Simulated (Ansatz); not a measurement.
Runs of Ansatz 0.2.0 on Cu. It takes space group Fm-3m (No. 225, cubic). The conventional cell has a = 3.615 Å, b = 3.615 Å, c = 3.615 Å, α = 90.00°, β = 90.00°, γ = 90.00°. Around Cu (site symmetry m-3m) lie 12 Cu at 2.56 Å. 

```csv
task,level,cell,k mesh,cutoff (eV),smearing,basis error allowed,mesh quality,gap on the mesh (eV),pressure (GPa),relaxed volume (Å³/atom)
single point,PBE,as given,13 × 13 × 13,295,gaussian 0.014 eV,0.001 eV/atom,not flagged,none,(a),-
relaxation of cell and atoms,RPBE,relaxed,13 × 13 × 13,-,fermi-dirac 0.05 eV,0.001 eV/atom,not flagged,-,0.0,12.38
single point,PBE,as given,6 × 6 × 6,260,fermi-dirac 0.06 eV,0.003 eV/atom,coarse,none,2.9,-
single point,PBE,as given,13 × 13 × 13,295,gaussian 0.028 eV,0.001 eV/atom,not flagged,none,1.6,-
elastic constants,PBEsol,as given,10 × 10 × 10,316,fermi-dirac 0.05 eV,0.001 eV/atom,coarse,none,-6.4,-
relaxation of cell and atoms,PBE+D3(BJ),relaxed,13 × 13 × 13,-,fermi-dirac 0.05 eV,0.001 eV/atom,not flagged,-,0.0,11.30
relaxation of cell and atoms,revPBE,relaxed,13 × 13 × 13,-,fermi-dirac 0.05 eV,0.001 eV/atom,not flagged,-,0.0,(b)
```

Alike in all rows: potentials or basis all-electron LAPW, scalar-relativistic; no spin polarisation.

Problem. Fill in the values left out.

Solution. (a) 1.7; (b) 12.25.

Caveats: some runs use coarse meshes; the k mesh is thin for a metal, which can move the energy by tens of meV per atom (some runs); a metal's response needs a denser mesh (some runs); the cell is more than 3 GPa from zero pressure, which shifts response properties (some runs); elastic constants of metals need much finer meshes, so these are rough (some runs).

A gap of «none» marks a metal or a gap under the smearing width.
